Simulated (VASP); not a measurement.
# Quasi-harmonic expansion of CaO (Lime) (Fm-3m), part 3 of 6

Wanted: volume, bulk modulus and heat capacity of CaO (Lime) against temperature. The start is a cell from a database of measured crystal structures.

VASP 6.6.1; PBEsol; plane waves and PAW (Ca_sv, O).

So far. Step 3 (Second relaxation): Little changed from the start: no atom moved by 0.005 Å and no cell edge by 0.1 %. Step 4 (Static energy at fixed volume, volume scale 1): Little changed from the start: no atom moved by 0.005 Å and no cell edge by 0.1 %.

**5. Force constants in the supercell, volume scale 1 (continued)**

Parts of OUTCAR (step 5):

```text
   k-points           NKPTS =      3   k-points in BZ     NKDIM =      3   number of bands    NBANDS=    264

   ENCUT  =  520.0 eV  38.22 Ry    6.18 a.u.  18.84 18.84 18.84*2*pi/ulx,y,z

   NELECT =     432.0000    total number of electrons

 E-fermi :   2.6491

 k-point     1 :       0.0000    0.0000    0.0000
  band No.  band energies     occupation
    ...
    212       1.9416      2.00000
    213       1.9416      2.00000
    214       2.3031      2.00000
    215       2.3031      2.00000
    216       2.3031      2.00000
    217       6.3400      0.00000
    218       6.3417      0.00000
    219       6.3417      0.00000
    220       6.3417      0.00000
    221       6.3417      0.00000
    ...

 POSITION                                       TOTAL-FORCE (eV/Angst)
 -----------------------------------------------------------------------------------
      0.00000      0.00000      0.00000         0.000875      0.003622      0.003622
      2.38806      2.38806      0.00000        -0.015144      0.000000      0.000018
      4.77612      4.77612      0.00000         0.000926      0.003605     -0.003605
      2.38806      0.00000      2.38806        -0.015144      0.000018      0.000000
      4.77612      2.38806      2.38806        -0.009182      0.000000      0.000000
      7.16418      4.77612      2.38806         0.003023      0.004714      0.000000
      4.77612      0.00000      4.77612         0.000926     -0.003605      0.003605
      7.16418      2.38806      4.77612         0.003023      0.000000      0.004714
      9.55224      4.77612      4.77612        -0.000163     -0.000010     -0.000010
      0.00000      2.38806      2.38806        -0.012066      0.000000      0.000000
      2.38806      4.77612      2.38806        -0.015144     -0.000018      0.000000
      4.77612      7.16418      2.38806         0.003075      0.004742      0.000000
      2.38806      2.38806      4.77612        -0.015144      0.000000     -0.000018
      4.77612      4.77612      4.77612         0.000926      0.003605      0.003605
      7.16418      7.16418      4.77612         0.000875      0.003622     -0.003622
      4.77612      2.38806      7.16418         0.003075      0.000000      0.004742
      7.16418      4.77612      7.16418         0.000875     -0.003622      0.003622
      9.55224      7.16418      7.16418        -0.000163      0.000010      0.000010
      0.00000      4.77612      4.77612         0.000875     -0.003622     -0.003622
      2.38806      7.16418      4.77612        -0.000163      0.000010     -0.000010
      4.77612      9.55224      4.77612         0.003075      0.000000     -0.004742
      2.38806      4.77612      7.16418        -0.000163     -0.000010      0.000010
      4.77612      7.16418      7.16418         0.000926     -0.003605     -0.003605
      7.16418      9.55224      7.16418         0.003023      0.000000     -0.004714
[...]
-----------------------------------------------------------------------------------
    total drift:                               -0.000408     -0.000001     -0.000005

  FREE ENERGIE OF THE ION-ELECTRON SYSTEM (eV)
  ---------------------------------------------------
  free  energy   TOTEN  =      -362.1031052638 eV

  energy  without entropy=     -362.1031052638  energy(sigma->0) =     -362.10310526

 Eigenvectors and eigenvalues of the dynamical matrix
 ----------------------------------------------------

   1 f  =   15.220604 THz    95.633875 2PiTHz  507.704697 cm-1    62.947332 meV
             X         Y         Z           dx          dy          dz
      0.000000  0.000000  0.000000    -0.016372   -0.099304   -0.034018
      2.388059  2.388059  0.000000     0.099109    0.016176    0.006485
      4.776119  4.776119  0.000000     0.041662   -0.041271   -0.013628
      2.388059  0.000000  2.388059     0.076437   -0.036129    0.058791
      4.776119  2.388059  2.388059     0.075145   -0.037421   -0.017478
      7.164178  4.776119  2.388059     0.017267   -0.095299   -0.038023
      4.776119  0.000000  4.776119    -0.033596   -0.003657   -0.051242
      7.164178  2.388059  4.776119    -0.035319   -0.005379   -0.127942
      9.552238  4.776119  4.776119     0.024006    0.053945   -0.031284
      0.000000  2.388059  2.388059     0.004931    0.035377    0.100663
      2.388059  4.776119  2.388059     0.003639    0.034085    0.024395
      4.776119  7.164178  2.388059    -0.054239   -0.023793    0.003850
      2.388059  2.388059  4.776119    -0.019033   -0.018220    0.076700
      4.776119  4.776119  4.776119    -0.020756   -0.019943   -0.000000
      7.164178  7.164178  4.776119     0.038569    0.039382    0.096658
      4.776119  2.388059  7.164178    -0.129497    0.013821   -0.033764
      7.164178  4.776119  7.164178    -0.014017    0.129302    0.006739
      9.552238  7.164178  7.164178    -0.071464    0.071855   -0.013375
      0.000000  4.776119  4.776119    -0.003250   -0.034002    0.031284
      2.388059  7.164178  4.776119    -0.004973   -0.035725   -0.045416
      4.776119  9.552238  4.776119     0.054352    0.023600    0.051242
      2.388059  4.776119  7.164178    -0.027645   -0.088031    0.006889
      4.776119  7.164178  7.164178     0.087835    0.027449    0.047392
      7.164178  9.552238  7.164178     0.030388   -0.029997    0.027279
[...]
9.552238  9.552238 11.940297    -0.035744   -0.034217    0.144044
     11.940297 11.940297 11.940297    -0.038979   -0.037453   -0.000000

   2 f  =   15.220604 THz    95.633875 2PiTHz  507.704697 cm-1    62.947332 meV
             X         Y         Z           dx          dy          dz
      0.000000  0.000000  0.000000     0.120205   -0.023649   -0.034234
      2.388059  2.388059  0.000000     0.077198   -0.066656    0.020693
      4.776119  4.776119  0.000000     0.018379   -0.125475   -0.008345
      2.388059  0.000000  2.388059     0.057202    0.051273   -0.097237
      4.776119  2.388059  2.388059    -0.035694   -0.041622   -0.092198
      7.164178  4.776119  2.388059    -0.012615   -0.018544   -0.039339
      4.776119  0.000000  4.776119     0.054251   -0.033633   -0.100187
      7.164178  2.388059  4.776119     0.043253   -0.044632   -0.013252
      9.552238  4.776119  4.776119     0.034323   -0.053562    0.007599
      0.000000  2.388059  2.388059     0.071935    0.036540    0.025956
      2.388059  4.776119  2.388059    -0.020961   -0.056355    0.030994
      4.776119  7.164178  2.388059     0.002118   -0.033277    0.083853
      2.388059  2.388059  4.776119    -0.040957    0.061574   -0.086936
      4.776119  4.776119  4.776119    -0.051955    0.050576    0.000000
      7.164178  7.164178  4.776119    -0.060885    0.041646    0.020850
      4.776119  2.388059  7.164178     0.037990    0.058565   -0.007989
      7.164178  4.776119  7.164178    -0.005017    0.015558    0.046938
      9.552238  7.164178  7.164178    -0.063836   -0.043261    0.017900
      0.000000  4.776119  4.776119     0.017632    0.002986   -0.007599
      2.388059  7.164178  4.776119     0.006634   -0.008012    0.079337
      4.776119  9.552238  4.776119    -0.002296   -0.016943    0.100187
      2.388059  4.776119  7.164178    -0.013362    0.109917   -0.038593
      4.776119  7.164178  7.164178    -0.056369    0.066910    0.016334
      7.164178  9.552238  7.164178    -0.115188    0.008091   -0.012704
[...]
9.552238  9.552238 11.940297    -0.076917    0.115637   -0.163266
     11.940297 11.940297 11.940297    -0.097572    0.094982    0.000000

   3 f  =   15.220604 THz    95.633875 2PiTHz  507.704697 cm-1    62.947332 meV
             X         Y         Z           dx          dy          dz
    [... 9114 further lines ...]
      7.164178  7.164178 11.940297     0.101095    0.018328    0.000101
      9.552238  9.552238 11.940297     0.101095    0.018328    0.000101
     11.940297 11.940297 11.940297     0.101095    0.018328    0.000101

 ELASTIC MODULI CONTR FROM IONIC RELAXATION (kBar)
 Direction    XX          YY          ZZ          XY          YZ          ZX
 --------------------------------------------------------------------------------
 XX           0.0000      0.0000      0.0000      0.0000      0.0000      0.0000
 YY           0.0000      0.0000      0.0000      0.0000      0.0000      0.0000
 ZZ           0.0000      0.0000      0.0000      0.0000      0.0000      0.0000
 XY           0.0000      0.0000      0.0000      0.0000      0.0000      0.0000
 YZ           0.0000      0.0000      0.0000      0.0000      0.0000      0.0000
 ZX           0.0000      0.0000      0.0000      0.0000      0.0000      0.0000
 --------------------------------------------------------------------------------

[... 1 part as in an earlier step ...]

[... 11 further parts left out ...]
```

The last energy, forces, stress and levels in OUTCAR belong to the last displaced cell, not to the cell of POSCAR.

This step gave:

```
electrons            : 432
bands                : 264
irreducible k-points : 3
lowest frequency     : 13.08 cm⁻¹
highest frequency    : 519.9 cm⁻¹
zero point energy    : 53.37 meV/atom
free energy 300      : 26.78 meV/atom
```

Table of vibrational free energy by temperature:

```
temperature (K)  vibrational free energy (meV/atom)
              0                                53.4
             40                                53.3
            120                                51.5
            160                                48.5
            240                                38.1
            280                                30.9
            360                                12.8
            400                                2.15
            480                               -21.9
            520                               -35.1
            600                               -63.8
            640                               -79.2
            720                                -112
            760                                -129
            840                                -165
            880                                -183
            960                                -222
           1000                                -242
           1080                                -283
           1120                                -304
           1200                                -348
           1240                                -370
```

**6. Static energy at fixed volume, volume scale 1.02**

System of this step: CaO (Lime). It takes space group Fm-3m (No. 225, cubic). Conventional cell: a = 4.808 Å, b = 4.808 Å, c = 4.808 Å, α = 90.00°, β = 90.00°, γ = 90.00°. Nearest to Ca lie 6 O at 2.40 Å. O has 6 Ca at 2.40 Å nearest. Farther neighbours and most contacts between anions are not listed.

File INCAR:

```
SYSTEM = CaO
PREC = Accurate
ENCUT = 520
EDIFF = 1E-08
NELM = 100
ISMEAR = 0
SIGMA = 0.05
LREAL = .FALSE.
ALGO = Normal
GGA = PS
NBANDS = 14
LORBIT = 11
LWAVE = .FALSE.
LCHARG = .FALSE.
KPAR = 12
IBRION = 2
NSW = 30
ISIF = 4
EDIFFG = -0.002
```

File POSCAR:

```
CaO
1.0
    0.0000000000      2.4038748767      2.4038748767
    2.4038748767      0.0000000000      2.4038748767
    2.4038748767      2.4038748767      0.0000000000
Ca O
1 1
Direct
    0.0000000000      0.0000000000      0.0000000000
    0.5000000000      0.5000000000      0.5000000000
```

File KPOINTS:

```
Automatic mesh
0
Gamma
12 12 12
0 0 0
```

Potentials, in the order of the species: Ca_sv and O (PBE family, release 64).

The run is started by

```console
> mpirun -np 12 vasp_std
```

Log:

```text
[... set-up lines as in an earlier step ...]
 entering main loop
       N       E                     dE             d eps       ncg     rms          rms(c)
DAV:   1     0.124501002525E+03    0.12450E+03   -0.84169E+03  2016   0.117E+03
DAV:   2    -0.917012605078E+01   -0.13367E+03   -0.12531E+03  2538   0.304E+02
DAV:   3    -0.147397006470E+02   -0.55696E+01   -0.55315E+01  2244   0.642E+01
DAV:   4    -0.149243043987E+02   -0.18460E+00   -0.18446E+00  2984   0.996E+00
[...]
DAV:  13    -0.134080831791E+02    0.32005E-06   -0.13492E-06  2232   0.141E-02    0.121E-03
DAV:  14    -0.134080832299E+02   -0.50749E-07   -0.11567E-07  3110   0.296E-03    0.234E-04
DAV:  15    -0.134080832374E+02   -0.75343E-08   -0.62995E-09  1332   0.790E-04
   1 F= -.13408083E+02 E0= -.13408083E+02  d E =-.134081E+02
[...]
reached required accuracy - stopping structural energy minimisation
```

Elapsed: 9.2 s, on 12 MPI ranks of Intel Xeon Platinum 8259CL at 2.50GHz (Skylake/Cascade Lake), shared host; peak memory 2.1 GiB.

Parts of OUTCAR (step 6):

```text
  Total       -0.3807189     -0.3807189     -0.3807189     -0.0000000      0.0000000     -0.0000000
  in kB      -21.9558088    -21.9558088    -21.9558088     -0.0000000      0.0000000     -0.0000000
  external PRESSURE =     -21.9558088 kB  Pullay stress =       0.0000000 kB

 POSITION                                       TOTAL-FORCE (eV/Angst)
 -----------------------------------------------------------------------------------
      0.00000      0.00000      0.00000         0.000000     -0.000000      0.000000
      2.40387      2.40387      2.40387        -0.000000      0.000000     -0.000000
 -----------------------------------------------------------------------------------
    total drift:                                0.000000      0.000000      0.000000

  FREE ENERGIE OF THE ION-ELECTRON SYSTEM (eV)
  ---------------------------------------------------
  free  energy   TOTEN  =       -13.4080832374 eV

  energy  without entropy=      -13.4080832374  energy(sigma->0) =      -13.40808324

[... 2 parts as in an earlier step ...]

[... 2 further parts left out ...]
[key lines of the parts left out:]
E-fermi :   2.5373
```

Little changed from the start: no atom moved by 0.005 Å and no cell edge by 0.1 %.

**7. Force constants in the supercell, volume scale 1.02**

System of this step: CaO (Lime). The cell holds 54 atoms: 27 Ca and 27 O. Its edges and angles: a = 10.199 Å, b = 10.199 Å, c = 10.199 Å, α = 60.0°, β = 60.0°, γ = 60.0°. It derives from CaO (Lime), repeated 3×3×3.

File INCAR:

```
SYSTEM = CaO
PREC = Accurate
ENCUT = 520
EDIFF = 1E-07
NELM = 100
ISMEAR = 0
SIGMA = 0.05
LREAL = .FALSE.
ALGO = Normal
GGA = PS
NBANDS = 264
LWAVE = .FALSE.
LCHARG = .FALSE.
KPAR = 4
IBRION = 6
NSW = 1
NFREE = 2
POTIM = 0.015
ISIF = 0
ADDGRID = .TRUE.
```

File POSCAR:

```
CaO
1.0
    0.0000000000      7.2116246301      7.2116246301
    7.2116246301      0.0000000000      7.2116246301
    7.2116246301      7.2116246301      0.0000000000
Ca O
27 27
Direct
    0.0000000000      0.0000000000      0.0000000000
    0.0000000000      0.0000000000      0.3333333333
    0.0000000000      0.0000000000      0.6666666667
    0.0000000000      0.3333333333      0.0000000000
    0.0000000000      0.3333333333      0.3333333333
    0.0000000000      0.3333333333      0.6666666667
    0.0000000000      0.6666666667      0.0000000000
    0.0000000000      0.6666666667      0.3333333333
    0.0000000000      0.6666666667      0.6666666667
    0.3333333333      0.0000000000      0.0000000000
    0.3333333333      0.0000000000      0.3333333333
    0.3333333333      0.0000000000      0.6666666667
    0.3333333333      0.3333333333      0.0000000000
    0.3333333333      0.3333333333      0.3333333333
    0.3333333333      0.3333333333      0.6666666667
    0.3333333333      0.6666666667      0.0000000000
    0.3333333333      0.6666666667      0.3333333333
    0.3333333333      0.6666666667      0.6666666667
    0.6666666667      0.0000000000      0.0000000000
    0.6666666667      0.0000000000      0.3333333333
    0.6666666667      0.0000000000      0.6666666667
    0.6666666667      0.3333333333      0.0000000000
    0.6666666667      0.3333333333      0.3333333333
    0.6666666667      0.3333333333      0.6666666667
    0.6666666667      0.6666666667      0.0000000000
    0.6666666667      0.6666666667      0.3333333333
    0.6666666667      0.6666666667      0.6666666667
    0.1666666667      0.1666666667      0.1666666667
    0.1666666667      0.1666666667      0.5000000000
    0.1666666667      0.1666666667      0.8333333333
    0.1666666667      0.5000000000      0.1666666667
    0.1666666667      0.5000000000      0.5000000000
    0.1666666667      0.5000000000      0.8333333333
    0.1666666667      0.8333333333      0.1666666667
    0.1666666667      0.8333333333      0.5000000000
    0.1666666667      0.8333333333      0.8333333333
    0.5000000000      0.1666666667      0.1666666667
    0.5000000000      0.1666666667      0.5000000000
    0.5000000000      0.1666666667      0.8333333333
    0.5000000000      0.5000000000      0.1666666667
    0.5000000000      0.5000000000      0.5000000000
    0.5000000000      0.5000000000      0.8333333333
    0.5000000000      0.8333333333      0.1666666667
    0.5000000000      0.8333333333      0.5000000000
    0.5000000000      0.8333333333      0.8333333333
    0.8333333333      0.1666666667      0.1666666667
    0.8333333333      0.1666666667      0.5000000000
    0.8333333333      0.1666666667      0.8333333333
    0.8333333333      0.5000000000      0.1666666667
    0.8333333333      0.5000000000      0.5000000000
    0.8333333333      0.5000000000      0.8333333333
    0.8333333333      0.8333333333      0.1666666667
    0.8333333333      0.8333333333      0.5000000000
    0.8333333333      0.8333333333      0.8333333333
```

File KPOINTS:

```
Automatic mesh
0
Gamma
2 2 2
0 0 0
```

The run is started by

```console
> mpirun -np 12 vasp_std
```

Log:

```text
[banner, memory and clock lines left out]
running   12 mpi-ranks, on    1 nodes
[...]
[... a notice as in an earlier step ...]

 [... a notice as in an earlier step ...]

 [... a notice as in an earlier step ...]

 LDA part: xc-table for (Slater+PW92), standard interpolation
 POSCAR, INCAR and KPOINTS ok, starting setup
[...]
entering main loop
       N       E                     dE             d eps       ncg     rms          rms(c)
DAV:   1     0.539434295153E+04    0.53943E+04   -0.21782E+05  1584   0.169E+03
DAV:   2     0.196009326150E+03   -0.51983E+04   -0.50468E+04  1746   0.525E+02
DAV:   3    -0.369148954829E+03   -0.56516E+03   -0.56057E+03  2034   0.160E+02
DAV:   4    -0.400694167083E+03   -0.31545E+02   -0.31433E+02  2169   0.350E+01
[...]
DAV:  17    -0.362018746668E+03    0.34858E-06   -0.65049E-08  1089   0.707E-04    0.335E-04
DAV:  18    -0.362018746791E+03   -0.12286E-06   -0.31099E-08  1089   0.400E-04    0.665E-05
DAV:  19    -0.362018746781E+03    0.10215E-07   -0.11179E-08  1053   0.260E-04
   1 F= -.36201875E+03 E0= -.36201875E+03  d E =-.313565E-14
[... from here on, the cycles between the ionic steps are left out ...]
   2 F= -.36201779E+03 E0= -.36201779E+03  d E =-.663596E-14
   3 F= -.36201779E+03 E0= -.36201779E+03  d E =-.112077E-13
   4 F= -.36201799E+03 E0= -.36201799E+03  d E =-.937894E-13
   5 F= -.36201799E+03 E0= -.36201799E+03  d E =-.436398E-12
 Finite differences progress:
  Degree of freedom:   2/  2
  Displacement:        2/  2
  Total:               4/  4
```

It took 28 min on 12 MPI ranks; peak memory 14 GiB.

Parts of OUTCAR (step 7):

```text
 POSITION                                       TOTAL-FORCE (eV/Angst)
 -----------------------------------------------------------------------------------
      0.00000      0.00000      0.00000         0.000842      0.003549      0.003549
      2.40387      2.40387      0.00000        -0.015244      0.000000      0.000003
      4.80775      4.80775      0.00000         0.000890      0.003532     -0.003532
      2.40387      0.00000      2.40387        -0.015244      0.000003      0.000000
      4.80775      2.40387      2.40387        -0.006202      0.000000      0.000000
      7.21162      4.80775      2.40387         0.002946      0.004602      0.000000
      4.80775      0.00000      4.80775         0.000890     -0.003532      0.003532
      7.21162      2.40387      4.80775         0.002946      0.000000      0.004602
      9.61550      4.80775      4.80775        -0.000152     -0.000011     -0.000011
      0.00000      2.40387      2.40387        -0.008890      0.000000      0.000000
      2.40387      4.80775      2.40387        -0.015244     -0.000003      0.000000
      4.80775      7.21162      2.40387         0.002993      0.004630      0.000000
      2.40387      2.40387      4.80775        -0.015244      0.000000     -0.000003
      4.80775      4.80775      4.80775         0.000890      0.003532      0.003532
[...]
-----------------------------------------------------------------------------------
    total drift:                               -0.000208     -0.000000     -0.000004

  FREE ENERGIE OF THE ION-ELECTRON SYSTEM (eV)
  ---------------------------------------------------
  free  energy   TOTEN  =      -362.0179935476 eV

  energy  without entropy=     -362.0179935476  energy(sigma->0) =     -362.01799355

[... 1 part as in an earlier step ...]

[... 2 further parts left out ...]
[key lines of the parts left out:]
E-fermi :   2.4342
```

The vibrational free energy by temperature:

```
temperature (K)  vibrational free energy (meV/atom)
              0                                51.7
             40                                51.7
            120                                49.7
            160                                46.6
            240                                35.7
            280                                28.2
            360                                9.51
            400                               -1.42
            480                               -26.0
            520                               -39.6
            600                               -68.9
            640                               -84.6
            720                                -118
            760                                -135
            840                                -172
            880                                -191
            960                                -230
           1000                                -250
           1080                                -292
           1120                                -314
           1200                                -358
           1240                                -380
```

The vibrational free energy is 28.2 meV/atom at 280 K.

(Part 3 of 6 ends here.)

[Lines on the potential files, build, host, timing and source positions are cut from VASP's logs without a mark.]

[Logs are printed without paths, hosts, clocks, repeated set-up lines and the standing remarks that a program may print on its own settings, such as how far it seeks lower states.]

[Hosts, paths, dates, database ids (printed as entryN), source tags and the programs' standing remarks are cut or masked in the printed files.]

[In band tables of VASP the shares of atoms and orbitals are scaled to a sum of 1 inside the atoms' spheres.]
